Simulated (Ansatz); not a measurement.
# Sc under changes of volume

One of the cells (24.353 Å³/atom); the others are scaled copies at fixed shape and fractional positions:

```
Sc
1.0
     3.20196    0.00000    0.00000
     1.50211    2.84414    0.00000
     1.54899    0.92645    2.67418
Sc
1
Cartesian
  0.0000 0.0000 0.0000
```

This isn't the form of Sc at room conditions, which is hcp.

```yaml
Program: Ansatz 0.2.0
Functional: PBE
Potentials_or_basis: Ansatz PAW
Cutoff: "420 eV (not typed: the program's choice for these potentials)"
k_mesh: 10 × 10 × 10
Occupations: fermi-dirac, width 0.05 eV
Spin: no spin polarisation
```

| volume (Å³/atom) | energy over the lowest point (meV/atom) | pressure (GPa) |
| --- | --- | --- |
| 22.892 | 22.20 | 4.3 |
| 23.379 | 11.28 | 3.0 |
| 23.866 | 4.15 | 1.8 |
| 24.353 | 0.49 | 0.7 |
| 24.840 | 0.00 | -0.3 |
| 25.327 | ? | ? |
| 25.815 | 7.64 | -2.1 |

Q: What does the run at 25.327 Å³/atom give?

A: Energy over the lowest point 2.46 meV/atom; pressure -1.2 GPa.

Worked out: A Birch-Murnaghan fit of order 3 (a polynomial in V^(-2/3)) to the other rows has its minimum at 24.67 Å³/atom with B0 = V·E''(V) = 50 GPa and B' = 3.2 at fixed shape and positions, which overstates the stiffness. It gives 2.47 meV/atom at 25.327 Å³/atom, against the run's 2.46, and -dE/dV = -1.3 GPa, against -1.2.

Energies are extrapolated to zero smearing.
